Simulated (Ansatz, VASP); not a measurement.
## One calculation of MgS, two programs

Contents of POSCAR:

```
MgS
1.0
    3.6454348062      0.0000000000      0.0000000000
   -1.8227174031      3.1570391500      0.0000000000
    0.0000000000      0.0000000000      6.1473560910
Mg S
2 2
Direct
    0.0000000000      0.0000000000      0.0000000000
    0.0000000000      0.0000000000      0.5000000000
    0.3333333333      0.6666666667      0.2500000000
    0.6666666667      0.3333333333      0.7500000000
```

Contents of INCAR.step1:

```
PREC = Accurate ; ENCUT = 520
ISMEAR = 0 ; SIGMA = 0.01
LREAL = F ; LASPH = T
NELM = 100 ; NBANDS = 16
GGA = PE ; ALGO = Normal
EDIFF = 1E-4 ; LWAVE = T
LCHARG = F
```

File INCAR.step2:

```
PREC = Accurate ; ENCUT = 520
EDIFF = 1E-7 ; ISMEAR = 0
SIGMA = 0.01 ; LREAL = F
LASPH = T ; NELM = 100
ALGO = Normal ; ISIF = 2
LWAVE = F ; LCHARG = T
METAGGA = R2SCAN ; LMIXTAU = T
LELF = T ; LVHAR = T
NBANDS = 16 ; ISTART = 1
```

File KPOINTS:

```
regular mesh
0
Gamma
  12 12 4
```

Input for Ansatz:

```yaml
crystal:
  lattice:
    - [3.6454348062, 0.0, 0.0]
    - [-1.8227174031, 3.15703915, 0.0]
    - [0.0, 0.0, 6.147356091]
  atoms:
    - { symbol: Mg, position: [0.0, 0.0, 0.0] }
    - { symbol: Mg, position: [0.0, 0.0, 0.5] }
    - { symbol: S, position: [0.3333333333, 0.6666666667, 0.25] }
    - { symbol: S, position: [0.6666666667, 0.3333333333, 0.75] }
kpoints:
  mp_grid: { grid: [12, 12, 4] }
  band_path:
    path:
      - [0.0, 0.0, 0.0]
      - [0.5, 0.0, 0.0]
      - [0.3333333333, 0.3333333333, 0.0]
      - [0.0, 0.0, 0.5]
      - [0.5, 0.0, 0.5]
      - [0.3333333333, 0.3333333333, 0.5]
    npoints: 1
hamiltonian:
  xc: r2scan
scf:
  occupations: { method: fixed }
  n_extra_bands: 5
output:
  forces: true
  stress: true
  eigenvalues: true
  write_density: true
  write_potential: true
  elf: true
  volumetric_format: npy
```

Alike in both runs: task single point; functional r2SCAN; k mesh 12 × 12 × 4; no spin polarisation.

|  | VASP | Ansatz |
| --- | --- | --- |
| version | VASP 6.6.1 | Ansatz 0.2.0 |
| potentials or method | VASP PAW PBE potentials, release 64 (Mg, S) | plane waves, PAW |
| plane-wave cutoff (eV) | 520 | 500 |
| occupations | gaussian, width 0.01 eV | fixed |
| valence electrons in the cell | 16 | 32 |

|  | VASP | Ansatz | Ansatz less VASP |
| --- | --- | --- | --- |
| gap on the k mesh at the Fermi level (eV) | 4.05 | 4.07 | +0.024 |
| pressure (GPa) | -0.5 | 0.0 | +0.47 |
| largest component of the traceless stress (GPa) | 0.06 | 0.00 | -0.056 |

The two sets of potentials don't hold the same shells in valence.

Caveats: the PAW data sets were made with another functional, which shifts forces and pressure a little (VASP). A k mesh can miss the band edges. r2SCAN opens gaps a little over a GGA but as a rule still falls short of measured ones.
